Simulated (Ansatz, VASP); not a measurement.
# HfSi in VASP and in Ansatz

File INCAR:

```
  PREC = Accurate
  ENCUT = 520
  EDIFF = 1E-6
  ISMEAR = 0
  SIGMA = 0.05
  LREAL = False
  LASPH = True
  NELM = 100
  ALGO = Normal
  ISIF = 2
  LWAVE = False
  LCHARG = False
  NBANDS = 14
```

The input KPOINTS:

```
Automatic mesh
0
Gamma
  6 6 6
```

Contents of POSCAR:

```
HfSi
1.0
    0.0000000000      2.9417018004      2.9417018004
    2.9417018004      0.0000000000      2.9417018004
    2.9417018004      2.9417018004      0.0000000000
Hf Si
1 1
Direct
    0.0000000000      0.0000000000      0.0000000000
    0.2500000000      0.2500000000      0.2500000000
```

Input for Ansatz:

```yaml
crystal:
  lattice:
    - [0.0, 2.9417018004, 2.9417018004]
    - [2.9417018004, 0.0, 2.9417018004]
    - [2.9417018004, 2.9417018004, 0.0]
  atoms:
    - { symbol: Hf, position: [0.0, 0.0, 0.0] }
    - { symbol: Si, position: [0.25, 0.25, 0.25] }
basis:
  ecutwfc: 420
kpoints:
  mp_grid: { grid: [6, 6, 6] }
hamiltonian:
  xc: lda
scf:
  occupations: { method: gaussian, width: 0.05 }
output:
  forces: true
  stress: true
  eigenvalues: true
```

The cell comes from a database or a generator and needn't be the stable form of this composition.

Alike in both runs: task single point; functional LDA; k mesh 6 × 6 × 6; occupations gaussian, width 0.05 eV; no spin polarisation.

|  | VASP | Ansatz |
| --- | --- | --- |
| version | VASP 6.6.1 | Ansatz 0.2.0 |
| potentials or method | VASP PAW LDA potentials, release 64 (Hf_pv, Si) | scalar-relativistic, plane waves, PAW |
| plane-wave cutoff (eV) | 520 | 420 |
| valence electrons in the cell | 14 | 30 |

Ansatz gave:

```
gap on the k mesh at the Fermi level (eV) : none
pressure (GPa)                            : 1.5
```

Q: Estimate VASP's values.

A: gap on the k mesh at the Fermi level (eV): none; pressure (GPa): 1.6.

A gap of «none» marks a metal or a gap that the smearing closes. The two sets of potentials don't hold the same shells in valence.

The runs have no spin-orbit coupling, so splittings on Hf are missing.
